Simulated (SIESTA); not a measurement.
**Mo under changes of volume**

One of the cells (15.892 Å³/atom); the others are scaled copies at fixed shape and fractional positions:

```xyz
1
Lattice="-1.5838 1.5838 1.5838 1.5838 -1.5838 1.5838 1.5838 1.5838 -1.5838" Properties=species:S:1:pos:R:3 pbc="T T T"
Mo    0.0000    0.0000    0.0000
```

```yaml
Program: SIESTA 5.4.2
Functional: PBE
Potentials_or_basis: PseudoDojo 0.4 standard (PBE files)
Basis: TZDP (energy shift 0.003 Ry; two zetas on semicore shells)
Grid_cutoff: 800 Ry
Energy_shift: 0.003 Ry
k_mesh: 12 × 12 × 12
Occupations: fermi-dirac, width 0.05 eV
Spin: no spin polarisation
```

| volume (Å³/atom) | energy over the lowest point (meV/atom) | pressure (GPa) |
| --- | --- | --- |
| 14.938 | 52.44 | 18.3 |
| 15.256 | 22.84 | 11.7 |
| 15.574 | 5.73 | 5.8 |
| 15.892 | 0.00 | 0.2 |
| 16.209 | 4.63 | -4.7 |
| 16.527 | ? | ? |
| 16.845 | 40.85 | -13.2 |

Problem. What does the run at 16.527 Å³/atom give?

Solution. Energy over the lowest point 18.53 meV/atom; pressure -9.2 GPa.

Worked out: A Birch-Murnaghan fit of order 3 (a polynomial in V^(-2/3)) to the other rows has its minimum at 15.90 Å³/atom with B0 = V·E''(V) = 258 GPa and B' = 3.9. It gives 18.50 meV/atom at 16.527 Å³/atom, against the run's 18.53, and -dE/dV = -9.2 GPa, against -9.2.

Energies are extrapolated to zero smearing.

Caveats: the basis of atomic orbitals isn't converged, which shifts pressures, moduli and gaps.
